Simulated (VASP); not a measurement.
## W: relaxation of cell and atoms with rev-vdW-DF2

The system is W.

```
CELL_PARAMETERS angstrom
-1.58234 1.58234 1.58234
1.58234 -1.58234 1.58234
1.58234 1.58234 -1.58234
ATOMIC_POSITIONS crystal
W 0.00000 0.00000 0.00000
```

```json
{"Program": "VASP 6.6.1", "Task": "relaxation of cell and atoms", "Functional": "rev-vdW-DF2", "Potentials or basis": "VASP PAW PBE potentials, release 64 (W_sv)", "Cutoff": "600 eV", "k mesh": "12 × 12 × 12", "Occupations": "fermi-dirac, width 0.05 eV", "Spin": "no spin polarisation", "Further INCAR settings": "ALGO = Normal; EDIFF = 1e-07; IBRION = 2; EDIFFG = -0.01; NSW = 40; ISIF = 3"}
```

```yaml
Relaxed_volume: 15.96 Å³/atom
Relaxed_cell: a = 2.747 Å, b = 2.747 Å, c = 2.747 Å, α = 109.47°, β = 109.47°, γ = 109.47°
Space_group_after_relaxing_to_0.05_Å: Im-3m (No. 229)
Energy_gained_by_relaxing: 0.7 meV/atom
Ionic_steps: 3
Pressure_after_relaxing: 0.0 GPa
Band_gap_on_the_k_mesh: none (metal or under the smearing width)
```

Step by step:
```tsv
step	energy change (eV)	largest force (eV/Å)	pressure (GPa)	volume (Å³)
1	0.0000	0.0000	2.18	15.85
2	0.0081	0.0000	-7.12	16.35
3	-0.0007	0.0000	-0.02	15.96
```

Final structure:
```yaml
crystal:
  lattice:
    - [-1.58604, 1.58604, 1.58604]
    - [1.58604, -1.58604, 1.58604]
    - [1.58604, 1.58604, -1.58604]
  atoms:
    - { symbol: W, position: [0.00000, 0.00000, 0.00000] }
```

Levels at points of the mesh, in eV from the Fermi level:
```tsv
k point	band 4	band 5	band 6	band 7	band 8	band 9	band 10	band 11
(0.00, 0.00, 0.00)	-37.68	-9.49	-1.16	-1.16	-1.16	2.30	2.30	14.66
(0.50, 0.00, 0.00)	-37.69	-6.14	-3.46	0.81	2.18	3.15	6.14	11.01
(0.50, 0.50, 0.50)	-38.57	-5.69	-5.69	5.17	5.17	5.17	8.32	8.32
```

It took 43 s on 1 thread of AMD EPYC 9R45 (Zen 5), with other jobs on the host, peak memory 0.24 GiB.

Caveat: the PAW data sets were made with another functional, which shifts forces and pressure a little. Zero-point motion and thermal expansion aren't in these numbers.
